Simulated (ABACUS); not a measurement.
# GaSb (F-43m) in ABACUS: notebook

Aim: see how the results for GaSb move with the level of theory and the settings. Levels: HCTH407, r2SCAN, B86bPBE. Tasks: single point.

Everything below comes from runs of ABACUS 3.10.1. Logs are shortened: lines on timing, memory, paths and dates and some standing lists are left out, and cuts for length are marked.

**What was measured.**

A printed reference work, data compilation reports, for a bulk crystal of GaSb at 4.2 K: band gap 0.811 eV (direct).

How close the calculation comes is told below.

### 1 Starting point

It takes space group F-43m (No. 216, cubic). The conventional cell has a = 6.118 Å, b = 6.118 Å, c = 6.118 Å, α = 90.00°, β = 90.00°, γ = 90.00°. Sb (site symmetry -43m) is surrounded by 4 Ga at 2.65 Å. Ga (site symmetry -43m) has 4 Sb at 2.65 Å as nearest neighbours.

### 2 Single point, HCTH407

INPUT

```
INPUT_PARAMETERS
suffix              GaSb
calculation         scf
basis_type          pw
pseudo_dir          ./
latname             fcc
symmetry            1
dft_functional      GGA_XC_HCTH_407
ecutwfc             81
pseudo_rcut         10
nspin               1
nbands              24
ks_solver           dav
smearing_method     fd
smearing_sigma      0.00367493
scf_thr             1e-08
scf_nmax            100
mixing_type         broyden
mixing_beta         0.7
cal_force           1
cal_stress          1
out_chg             1
kpar                4
```

STRU

```
ATOMIC_SPECIES
Sb 121.7600 Sb.upf
Ga 69.7230 Ga.upf

LATTICE_CONSTANT
11.5613444305

ATOMIC_POSITIONS
Direct

Sb
0.0
1
0.2500000000 0.2500000000 0.2500000000 1 1 1

Ga
0.0
1
0.0000000000 0.0000000000 0.0000000000 1 1 1
```

KPT

```
K_POINTS
0
Gamma
6 6 6 0 0 0
```

Potentials or basis: PseudoDojo NC SR 0.5 PBE standard, plane waves.

Command:

```bash
$ OMP_NUM_THREADS=1 mpirun -np 4 abacus > log
```

running log:

```text
ABACUS v3.10.1

               Atomic-orbital Based Ab-initio Computation at UStc

 ------------------------------------------------------------------------------------

 READING GENERAL INFORMATION
                           global_out_dir = OUT.GaSb/
                           global_in_card = INPUT
                               pseudo_dir = ./
                              orbital_dir =
                                    DSIZE = 4
                                    GSIZE = 1

 READING UNITCELL INFORMATION
                                    ntype = 2
                  lattice constant (Bohr) = 11.5613
              lattice constant (Angstrom) = 6.118

 READING ATOM TYPE 1
                               atom label = Sb
                      L=0, number of zeta = 1
                      L=1, number of zeta = 1
                      L=2, number of zeta = 1
             number of atom for this type = 1

 READING ATOM TYPE 2
                               atom label = Ga
                      L=0, number of zeta = 1
                      L=1, number of zeta = 1
                      L=2, number of zeta = 1
             number of atom for this type = 1

                        TOTAL ATOM NUMBER = 2
DIRECT COORDINATES
    atom                   x                   y                   z     mag                  vx                  vy                  vz
taud_Sb1            0.2500000000        0.2500000000        0.2500000000  0.0000        0.0000000000        0.0000000000        0.0000000000
taud_Ga1            0.0000000000        0.0000000000        0.0000000000  0.0000        0.0000000000        0.0000000000        0.0000000000

                          Volume (Bohr^3) = 386.336
                             Volume (A^3) = 57.249

 Lattice vectors: (Cartesian coordinate: in unit of a_0)
                 -0.5                  +0                +0.5
                   +0                +0.5                +0.5
                 -0.5                +0.5                  +0
 Reciprocal vectors: (Cartesian coordinate: in unit of 2 pi/a_0)
                   -1                  -1                  +1
                   +1                  +1                  +1
                   -1                  +1                  -1
 The esolver type has been set to : ksdft_pw

                PAO radial cut off (Bohr) = 10

 Read in pseudopotential file is Sb.upf
                     pseudopotential type = NC
          exchange-correlation functional = PBE
                 nonlocal core correction = 1
                        valence electrons = 15
                                     lmax = 2
                           number of zeta = 3
                     number of projectors = 6
                           L of projector = 0
                           L of projector = 0
                           L of projector = 1
                           L of projector = 1
                           L of projector = 2
                           L of projector = 2
 XC functional updated to : GGA_XC_HCTH_407
          exchange-correlation functional = GGA_XC_HCTH_407
                PAO radial cut off (Bohr) = 10

 Read in pseudopotential file is Ga.upf
                     pseudopotential type = NC
          exchange-correlation functional = PBE
                 nonlocal core correction = 1
                        valence electrons = 13
                                     lmax = 2
                           number of zeta = 3
                     number of projectors = 6
                           L of projector = 0
                           L of projector = 0
                           L of projector = 1
                           L of projector = 1
                           L of projector = 2
                           L of projector = 2
 XC functional updated to : GGA_XC_HCTH_407
          exchange-correlation functional = GGA_XC_HCTH_407
     initial pseudo atomic orbital number = 18

 SETUP THE ELECTRONS NUMBER
            electron number of element Sb = 15
      total electron number of element Sb = 15
            electron number of element Ga = 13
      total electron number of element Ga = 13
            AUTOSET number of electrons:  = 28
                           occupied bands = 14
                                   NBANDS = 24
                                   NLOCAL = 18

%%%%%%%%%%%%%%%%%%%%%%%%%%%%%%%%%%%%%%%%%%%%%%%%%%%%%%%%%%%%%%%%%%%%%%%%%%%%%%%%%%%%%%%%%%%%%%%%%%%%%%%%%%
 Warning: the number of valence electrons in pseudopotential > 5 for Sb: [Kr] 4d10 5s2 5p3
 Warning: the number of valence electrons in pseudopotential > 3 for Ga: [Ar] 3d10 4s2 4p1
 Pseudopotentials with additional electrons can yield (more) accurate outcomes, but may be less efficient.
 If you're confident that your chosen pseudopotential is appropriate, you can safely ignore this warning.
%%%%%%%%%%%%%%%%%%%%%%%%%%%%%%%%%%%%%%%%%%%%%%%%%%%%%%%%%%%%%%%%%%%%%%%%%%%%%%%%%%%%%%%%%%%%%%%%%%%%%%%%%%

 SETUP THE PLANE WAVE BASIS
 energy cutoff for charge/potential (unit:Ry) = 324
            fft grid for charge/potential = [ 48, 48, 48 ]
[... 70 lines left out ...]
 SETUP K-POINTS
                                    nspin = 1
                   Input type of k points = Monkhorst-Pack(Gamma)
                                   nkstot = 216
                       right hand lattice = 1
(for reciprocal lattice: )
                             BRAVAIS TYPE = 2
                     BRAVAIS LATTICE NAME = 02. Cubic I (body-centered)
                                    ibrav = 2
                       right hand lattice = 1
(for k-lattice: )
                             BRAVAIS TYPE = 2
                     BRAVAIS LATTICE NAME = 02. Cubic I (body-centered)
                                    ibrav = 2
                       right hand lattice = 1
                        ROTATION MATRICES = 48
                               nkstot_ibz = 16
K-POINTS REDUCTION ACCORDING TO SYMMETRY
     IBZ    DIRECT_X    DIRECT_Y    DIRECT_Z  WEIGHT  ibz2bz
       1  0.00000000  0.00000000  0.00000000  0.0046       0
       2  0.16666667  0.16666667  0.16666667  0.0370       1
       3  0.33333333  0.33333333  0.33333333  0.0370       2
       4  0.50000000  0.50000000  0.50000000  0.0185       3
       5  0.16666667  0.16666667  0.00000000  0.0278       7
       6  0.33333333  0.33333333  0.16666667  0.1111       8
[... 8 lines left out ...]
      15  0.50000000  0.33333333 -0.33333333  0.1111      52
      16  0.50000000  0.33333333 -0.16666667  0.0556      58

                               nkstot now = 16
[... K-POINTS DIRECT COORDINATES: 16 rows ...]

           k-point number in this process = 4
       minimum distributed K point number = 4
[... stars of the k points ...]

[... K-POINTS CARTESIAN COORDINATES: 4 rows ...]

[... K-POINTS DIRECT COORDINATES: 4 rows ...]

 SETUP PLANE WAVES FOR WAVE FUNCTIONS
     energy cutoff for wavefunc (unit:Ry) = 81
              fft grid for wave functions = [ 48, 48, 48 ]
                    number of plane waves = 5577
                         number of sticks = 421

 PARALLEL PW FOR WAVE FUNCTIONS
     PROC   COLUMNS(POT)             PW
        1            421           5577
 --------------- sum -------------------
        1            421           5577

 SETUP NONLOCAL PSEUDOPOTENTIALS IN PLANE WAVE BASIS
 Sb non-local projectors:
 projector 1 L=0
 projector 2 L=0
 projector 3 L=1
 projector 4 L=1
 projector 5 L=2
 projector 6 L=2
 Ga non-local projectors:
 projector 1 L=0
 projector 2 L=0
 projector 3 L=1
 projector 4 L=1
 projector 5 L=2
 projector 6 L=2
      TOTAL NUMBER OF NONLOCAL PROJECTORS = 36

 Init Non-Local PseudoPotential table :
 Init Non-Local-Pseudopotential done.

                                     npwx = 4768

 Make real space PAO into reciprocal space.
       max mesh points in Pseudopotential = 1001
     dq(describe PAO in reciprocal space) = 0.01
                                    max q = 1084

 number of pseudo atomic orbitals for Sb is 3
WARNING: norm of atomic wavefunction # 3 of atomic type Sb is 0.999907, renormalized

 number of pseudo atomic orbitals for Ga is 3
WARNING: norm of atomic wavefunction # 2 of atomic type Ga is 0.999997, renormalized
WARNING: norm of atomic wavefunction # 3 of atomic type Ga is 0.998668, renormalized

 -------------------------------------------
 SELF-CONSISTENT
 -------------------------------------------
                                 init_chg = atomic

 PW ALGORITHM --------------- ION=   1  ELEC=   1--------------------------------

 Notice: Threshold on eigenvalues was too large.
 hsover_error=0.28 > DRHO=0.0360757
 Origin diag ethr = 0.01
 New diag ethr = 0.000128842

 Density error is 0.0380956316025
                          Error Threshold = 0.000128841664611
----------------------------------------------------------
     Energy           Rydberg                 eV
----------------------------------------------------------
 E_KohnSham     -338.3140373946      -4602.9986219519
 E_Harris       -336.6535560402      -4580.4066141094
 E_Fermi        0.5875956093         7.9946484059
----------------------------------------------------------
[... 63 lines left out ...]
 Density error is 2.00240908426e-09
                          Error Threshold = 8.68349142543e-11
----------------------------------------------------------
     Energy           Rydberg                 eV
----------------------------------------------------------
 E_KohnSham     -338.3187473149      -4603.0627037055
 E_KS(sigma->0) -338.3187288663      -4603.0624526991
 E_Harris       -338.3183558361      -4603.0573773630
 E_band         -19.0511293060       -259.2039118966
 E_one_elec     -166.2442936930      -2261.8696542102
 E_Hartree      102.3752383828       1392.8865761144
 E_xc           -91.1499793431       -1240.1590916481
 E_Ewald        -183.2996757644      -2493.9200319488
 E_entropy(-TS) -0.0000368972        -0.0005020127
 E_descf        0.0000000000         0.0000000000
 E_exx          0.0000000000         0.0000000000
 E_Fermi        0.6200951303         8.4368270747
----------------------------------------------------------

 charge density convergence is achieved
 final etot is -4603.0627037 eV
 EFERMI = 8.4368270747 eV

 STATE ENERGY(eV) AND OCCUPATIONS    NSPIN == 1
 1/4 kpoint (Cartesian) = 0.0000 0.0000 0.0000 (4693 pws)
       1       -21.2406     0.00925926
       2       -21.2406     0.00925926
       3       -21.2406     0.00925926
       4       -21.2295     0.00925926
       5       -21.2295     0.00925926
       6       -7.46035     0.00925926
[... 94 lines left out ...]
      23        19.4621        0.00000
      24        19.6817        0.00000

------------------------------------------------------------------------------------------
 TOTAL-FORCE (eV/Angstrom)
------------------------------------------------------------------------------------------
                       Sb1         0.0000000000         0.0000000000         0.0000000000
                       Ga1         0.0000000000         0.0000000000         0.0000000000
------------------------------------------------------------------------------------------

----------------------------------------------------------------
 TOTAL-STRESS (KBAR)
----------------------------------------------------------------
        44.0945031794        -0.0000000000        -0.0000000000
        -0.0000000000        44.0945031794         0.0000000000
         0.0000000000         0.0000000000        44.0945031794
----------------------------------------------------------------
 TOTAL-PRESSURE: 44.094503 KBAR

 --------------------------------------------
 !FINAL_ETOT_IS -4603.0627037054673565 eV
 --------------------------------------------
```

Run time: 13 s. Hardware: 4 MPI ranks of Intel Xeon Platinum 8488C (Sapphire Rapids), shared host; peak memory 0.44 GiB.

Results:

```yaml
Free_energy: -4603.0627 eV
Pressure: 4.4 GPa
Band_gap_on_the_k_mesh: 0.22 eV, direct
```

Caveat: the potentials were made for another functional, which shifts forces and pressure; spin-orbit coupling is left out, which moves the levels of the heavy elements.

### 3 Single point, r2SCAN

INPUT

```
INPUT_PARAMETERS
suffix              GaSb
calculation         scf
basis_type          lcao
pseudo_dir          ./
orbital_dir         ./
symmetry            1
dft_functional      MGGA_X_R2SCAN+MGGA_C_R2SCAN
ecutwfc             100
pseudo_rcut         10
nspin               1
nbands              24
ks_solver           genelpa
smearing_method     fd
smearing_sigma      0.00367493
scf_thr             1e-07
scf_nmax            100
mixing_type         broyden
mixing_beta         0.7
cal_force           1
cal_stress          1
mixing_tau          1
out_mul             1
out_chg             1
```

STRU

```
ATOMIC_SPECIES
Sb 121.7600 Sb_ONCV_PBE-1.2.upf
Ga 69.7230 Ga_ONCV_PBE-1.2.upf

NUMERICAL_ORBITAL
Sb_confined-atom_8au_2s2p2d.orb
Ga_confined-atom_8au_2s2p2d.orb

LATTICE_CONSTANT
8.1751050464

LATTICE_VECTORS
0.0000000000 0.7071067812 0.7071067812
0.7071067812 0.0000000000 0.7071067812
0.7071067812 0.7071067812 0.0000000000

ATOMIC_POSITIONS
Cartesian

Sb
0.0
1
1.0606601718 1.0606601718 1.0606601718 1 1 1

Ga
0.0
1
0.0000000000 0.0000000000 0.0000000000 1 1 1
```

KPT is that of step 2.

Potentials or basis: SG15 ONCV 1.2 PBE, DZP LCAO (the cutoffs set its grid).

Command:

```bash
$ OMP_NUM_THREADS=1 mpirun -np 4 abacus > log
```

Run time: 13 s. Hardware: 4 MPI ranks of AMD EPYC 9R45 (Zen 5), shared host; peak memory 0.48 GiB.

It converged, with:

- Free energy: -3680.3269 eV
- Pressure: 0.0 GPa
- Band gap on the k mesh: 0.09 eV, direct
- Mulliken charges: Sb +0.23; Ga -0.23 e

Levels at points of the mesh, in eV from the valence-band top:
| k point | band 12 | band 13 | band 14 | band 15 | band 16 | band 17 |
| --- | --- | --- | --- | --- | --- | --- |
| (0.00, 0.00, 0.00) | 0.00 | 0.00 | 0.00 | 0.09 | 3.18 | 3.18 |
| (0.50, 0.50, 0.50) | -6.60 | -1.20 | -1.20 | 0.59 | 4.28 | 4.28 |
| (0.50, 0.50, 0.00) | -7.06 | -2.65 | -2.65 | 1.36 | 1.75 | 9.37 |

Caveat: the atomic orbitals were generated for these runs and aren't a published set; Mulliken charges move with the basis; the potentials were made for another functional, which shifts forces and pressure; spin-orbit coupling is left out, which moves the levels of the heavy elements; the basis of atomic orbitals isn't converged, which shifts pressures, moduli and gaps.

(Part 1 of 2 ends here.)
